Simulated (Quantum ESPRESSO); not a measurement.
Runs of Quantum ESPRESSO 7.5 on BeS. It takes space group F-43m (No. 216, cubic). The conventional cell has a = 4.850 Å, b = 4.850 Å, c = 4.850 Å, α = 90.00°, β = 90.00°, γ = 90.00°. S (site symmetry -43m) is surrounded by 4 Be at 2.10 Å. Around Be (site symmetry -43m) lie 4 S at 2.10 Å. 

```tsv
level	potentials or basis	form of the LDA correlation	pressure (GPa)
PBEsol	GBRV 1.5 PBEsol	-	-0.7
LDA	GBRV 1.5 LDA	PZ81	(b)
PBE	GBRV 1.5 PBE	-	(a)
BLYP	GBRV 1.5 PBE	-	5.0
WC	GBRV 1.5 PBE	-	-0.1
AM05	GBRV 1.5 PBE	-	0.1
```

Alike in all rows: task dielectric tensor; no spin polarisation; cell as given; k mesh 6 × 6 × 6, shifted; cutoff (eV) 612; smearing fermi-dirac 0.05 eV.

Question: Estimate the missing entries.

Answer: (a) 1.6; (b) -3.2.

Caveats: the potentials were made for another functional, which shifts forces and pressure (some runs); the cell is more than 3 GPa from zero pressure, which shifts response properties (some runs).
